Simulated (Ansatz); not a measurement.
A crystal relaxed with r2SCAN in the plane-wave code Ansatz has space group F-43m (No. 216) and a = 5.388 Å.

```json
{"atom": "Xx", "site": "4a", "x": "0.0000", "y": "0.0000", "z": "0.0000"}
{"atom": "S", "site": "4d", "x": "0.2500", "y": "0.2500", "z": "0.7500"}
```

The r2SCAN gap is direct at Γ: 2.71 eV. HSE06 gives a direct gap of 3.38 eV at Γ. PBE gives a direct gap of 2.15 eV at Γ. Meshes: r2SCAN 8×8×8, HSE06 6×6×6, PBE 8×8×8. r2SCAN's ε∞ is 5.4 in all directions.

Problem. Which element is Xx?
A. Hg
B. Zn
C. Cd
D. Mg

Solution. B. Xx is Zn: ZnS (zincblende). Zn is surrounded by 4 S at 2.33 Å; S is surrounded by 4 Zn at 2.33 Å.

No spin polarisation and no zero-point or thermal motion.

The meshes of the hybrids are coarse, so their gaps aren't converged to the digits shown.
